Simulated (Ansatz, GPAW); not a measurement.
**FeO: programs and potentials compared**

```
CELL_PARAMETERS angstrom
0.00000 2.15540 2.15540
2.15540 0.00000 2.15540
2.15540 2.15540 0.00000
ATOMIC_POSITIONS crystal
Fe 0.00000 0.00000 0.00000
O 0.50000 0.50000 0.50000
```

Alike in all runs: task band structure; functional revPBE; k mesh 11 × 11 × 11; occupations fermi-dirac, width 0.05 eV; collinear spin, ferromagnetic start; no spin-orbit coupling. The measured crystal is an antiferromagnetic insulator; the state found here is the runs' own. Pressure is positive in compression and, in plane waves, holds the error of the finite cutoff, which Ansatz's Pulay term estimates and takes out.

| program and potentials | plane-wave cutoff (eV) | notes | pressure (GPa) | net moment per atom (μB) |
| --- | --- | --- | --- | --- |
| Ansatz, Ansatz PAW | 420 | potentials made for PBE, which Ansatz adapts in part; 11 valence electrons an atom on average; Pulay term of +0.61 GPa included | 3.85 | 2.00 |
| GPAW, the program's PAW data sets (release 1.2.1) made for this functional | 800 | 7 valence electrons an atom on average | 5.19 | 2.00 |
| Ansatz, all-electron LAPW, scalar-relativistic | - | - | ? | ? |

Task: Estimate from the other rows what the run with Ansatz, all-electron LAPW, scalar-relativistic gave.

Result: Pressure 3.74 GPa; net moment per atom 2.00 μB. The other rows, which needn't bracket it: pressure 3.85 to 5.19; net moment per atom 2.00.
